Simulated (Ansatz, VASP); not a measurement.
**One calculation of Al2Cu, two programs**

```
Cu Al
1.0
     4.10518    0.00000    0.00000
     0.00000    4.10518    0.00000
     0.00000    0.00000    2.89131
Cu Al
1 2
Cartesian
  0.0000 0.0000 0.0000
  0.0000 2.0526 1.4457
  2.0526 0.0000 1.4457
```

The cell comes from a database or a generator and needn't be the stable form of this composition.

Alike in both runs: task relaxation of cell and atoms; functional RPBE; k mesh 7 × 7 × 9; occupations fermi-dirac, width 0.05 eV; no spin polarisation.

|  | VASP | Ansatz |
| --- | --- | --- |
| version | VASP 6.6.1 | Ansatz 0.2.0 |
| potentials or method | VASP PAW PBE potentials, release 64 (Cu, Al) | Ansatz PAW |
| plane-wave cutoff (eV) | 600 | 420 |
| valence electrons in the cell | 17 | 25 |

|  | VASP | Ansatz | Ansatz less VASP |
| --- | --- | --- | --- |
| gap on the k mesh at the Fermi level, each at its own relaxed structure (eV) | none | none | - |
| relaxed volume (Å³/atom) | 16.76 | 16.74 | -0.013 |
| relaxed cell length with the largest relative difference (Å) | 2.907 | 2.905 | -0.0018 |
| energy change over the relaxation (meV/atom) | -5 | -4 | +0.3 |

A gap of «none» marks a metal or a gap that the smearing closes. The two sets of potentials don't hold the same shells in valence.

Caveats: the PAW data sets were made with another functional, which shifts forces and pressure a little (VASP); the plane-wave basis is chosen anew once the cell has moved, so the energies of steps on either side of that aren't comparable (Ansatz); the PAW data sets come from PBE, with cores solved anew for the run's functional, which leaves a small shift of forces and pressure (Ansatz).
